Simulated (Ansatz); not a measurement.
The cell is COD entry 9008833, as deposited and not checked against the literature; nothing was relaxed. The listed cell was then made from it by scaling, straining or moving an atom.

An input for BAs: DFT, PBE, PAW with Ansatz's default frozen-core files, scalar-relativistic (Ansatz 0.2.0).

Command: `ansatz run input.yaml --threads 1 --pin off --max-ram 3072MiB --backend cpu --events-out ev --progress --plain --runs-dir out` The run took 6.8 s on 1 thread of Intel(R) Xeon(R) Platinum 8488C (Sapphire Rapids) (shared host), peak memory 0.49 GiB.

```yaml
crystal:
  lattice:
    - [0.0, 2.34073, 2.3885]
    - [2.34073, 0.0, 2.3885]
    - [2.34073, 2.34073, 0.0]
  atoms:
    - { symbol: B, position: [0.0, 0.0, 0.0] }
    - { symbol: As, position: [0.75, 0.75, 0.75] }
kpoints:
  mp_grid: { grid: [15, 15, 15] }
scf:
  occupations: { method: fermi_dirac, width: 0.03 }
hamiltonian:
  xc: pbe
  pseudopotentials: { kind: paw }
output:
  forces: true
  stress: true
  eigenvalues: true
  efg: { contact_densities: true }
```

Set-up and iterations as logged by Ansatz (the results part is left out, to be predicted):

```
Engine: ansatz 0.2.0
Pseudopotentials: kind: paw
Pseudopotential: B, paw, valence charge 3, recommended cutoff 420 eV (normal)
Pseudopotential: As, paw, valence charge 15, recommended cutoff 420 eV (normal)
Functional definition: PBE
  parameter kappa = 0.804
  parameter beta = 0.06672455060314922
  exchange = pbe_x(kappa = kappa, mu = beta*pi^2/3)
  correlation = pbe_c(beta = beta)
Crystal: 2 atoms, lattice volume = 26.173 Å³
Basis set: ecut = 420 eV, 531 PW (Γ), exchange–correlation on 48×48×48 points (8 copies of the dense FFT grid, shifted against one another)
Bands: 13, of which v1, the nominal top of the filled ones, is band 9 counted from 1 (8 counted from 0)
Symmetry: 8 space group operations
Space group: I-4m2 (ITA 119), of the structure as read, at distance tolerance 3.0e-5 Å
k-points: 288 of 3375 (time reversal used)
Non-local potential: B, projectors of the file, l = 0: 2, l = 1: 2, l = 2: 1
Non-local potential: As, projectors of the file, l = 0: 2, l = 1: 2, l = 2: 3, l = 3: 1
PAW form: soft (Blöchl's): semilocal exchange-correlation on the pseudo side does not see the compensation charge
PAW one-centre angular grid: B, 110 points (default); XC on 64 Gauss nodes
PAW one-centre angular grid: As, 590 points (default); XC on 64 Gauss nodes
Initial density: superposition of atomic densities (neutral atoms: chi_scale 0, normalization atom), corrected by the library's trained network
Initial wavefunctions: pseudopotential atomic-orbital guess
Functional: x = pbe(κ = 0.804, μ = 0.2195149727645171), c = pbe(β = 0.06672455060314922)
SCF iter   1: F=—  HF=-5012.056632 eV  |F-HF|=—  |Δ(HF+E_count)|=         —  Δρ=9.85e-4  dr2=1.90e-4  ethr=1.77e-3  ⟨swp⟩=5.9  Hψ=21408  notcnv=0
SCF iter   2: F=—  HF=-5012.056713 eV  |F-HF|=—  |Δ(HF+E_count)|=   8.13e-5  Δρ=5.16e-4  dr2=4.64e-5  ethr=1.05e-6  ⟨swp⟩=2.3  Hψ=8231  notcnv=0
SCF iter   3: F=—  HF=-5012.056747 eV  |F-HF|=—  |Δ(HF+E_count)|=   3.47e-5  Δρ=2.52e-4  dr2=8.26e-6  ethr=2.58e-7  ⟨swp⟩=2.0  Hψ=6293  notcnv=0
SCF iter   4: F=—  HF=-5012.056766 eV  |F-HF|=—  |Δ(HF+E_count)|=   1.85e-5  Δρ=9.32e-5  dr2=1.61e-6  ethr=4.59e-8  ⟨swp⟩=2.0  Hψ=4661  notcnv=0
SCF iter   5: F=—  HF=-5012.056768 eV  |F-HF|=—  |Δ(HF+E_count)|=   2.46e-6  Δρ=2.21e-5  dr2=1.31e-7  ethr=8.94e-9  ⟨swp⟩=2.0  Hψ=4863  notcnv=0
SCF iter   6: F=-5012.056768 eV  HF=-5012.056768 eV  |F-HF|=1.61e-10  |Δ(HF+E_count)|=   6.21e-8  Δρ=2.05e-6  dr2=8.75e-10  ethr=5.56e-10  ⟨swp⟩=4.9  Hψ=16259  notcnv=0
```

**Question.** What pressure will this run report?

**Answer.** 9.02 GPa (positive in compression).
